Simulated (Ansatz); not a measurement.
The system is GaAs.

```xyz
2
Lattice="3.6064 0.0000 0.0000 -1.8032 3.1232 0.0000 0.0000 0.0000 3.5732" Properties=species:S:1:pos:R:3 pbc="T T T"
Ga    0.0000    2.0822    1.7866
As    0.0000    0.0000    0.0000
```

The cell was built by a generator and needn't be a form met in nature.

```yaml
Program: Ansatz 0.2.0
Task: relaxation of cell and atoms
Functional: PBE0
Potentials_or_basis: Ansatz PAW
Cutoff: "420 eV (not typed: the program's choice for these potentials)"
k_mesh: 5 × 5 × 4
Occupations: fermi-dirac, width 0.05 eV
Spin: no spin polarisation
```

At the start: volume 20.12 Å³/atom.

How do energy, volume and symmetry change on relaxing?

It ends after 6 steps and the volume is 19.81 Å³/atom (-1.5 %); space group P-6m2 (No. 187, to 0.05 Å).

Step by step:
```csv
step,energy change (eV),largest force (eV/Å),volume (Å³)
1,0.0000,0.0000,40.25
2,-0.1168,0.0000,39.21
3,-0.1972,0.0000,39.19
4,-0.1985,0.0000,39.53
5,-0.1988,0.0000,39.62
6,-0.1984,0.0000,39.62
```

Final structure:
```
Ga As
1.0
     3.75437    0.00000    0.00000
    -1.87719    3.25138    0.00000
     0.00000    0.00000    3.24602
Ga As
1 1
Cartesian
  0.0000 2.1676 1.6230
  0.0000 0.0000 0.0000
```

Caveat: the k mesh is coarse (spacing up to 0.44 Å⁻¹), so the values aren't converged, least of all with exact exchange; the plane-wave basis is chosen anew once the cell has moved, so the energies of steps on either side of that aren't comparable; the PAW data sets come from PBE, with cores solved anew for the run's functional, which leaves a small shift of forces and pressure.
